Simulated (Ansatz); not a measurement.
The system is BaS.

```
CELL_PARAMETERS angstrom
0.00000 3.19375 3.19375
3.19375 0.00000 3.19375
3.19375 3.19375 0.00000
ATOMIC_POSITIONS crystal
Ba 0.00000 0.00000 0.00000
S 0.50000 0.50000 0.50000
```

Base run:

* Program: Ansatz 0.2.0
* Functional: LDA
* Potentials or basis: Ansatz PAW
* Cutoff: 420 eV (not typed: the program's choice for these potentials)
* k mesh: 7 × 7 × 7
* Occupations: fermi-dirac, width 0.05 eV
* Spin: no spin polarisation

Its results: band gap on the k mesh 2.07 eV, indirect (least direct gap 2.18 eV); pressure -2.5 GPa.

Problem. The run is repeated on the same cell with these changes: functional from LDA to PBEsol0; k mesh from 7 × 7 × 7 to 4 × 4 × 4. What comes out?

Solution. Band gap on the k mesh 3.70 eV, indirect (least direct gap 3.84 eV); pressure -1.0 GPa.

Several settings changed at once, so the effect can't be laid on one alone.

Caveats: some runs use coarse meshes; spin-orbit coupling is left out, which moves the levels of the heavy elements; the PAW data sets come from PBE, with cores solved anew for the run's functional, which leaves a small shift of forces and pressure; the k mesh misses the band edges, so the gap on the mesh is wider than the one along the path (some runs); the thresholds are loose for stress (some runs).
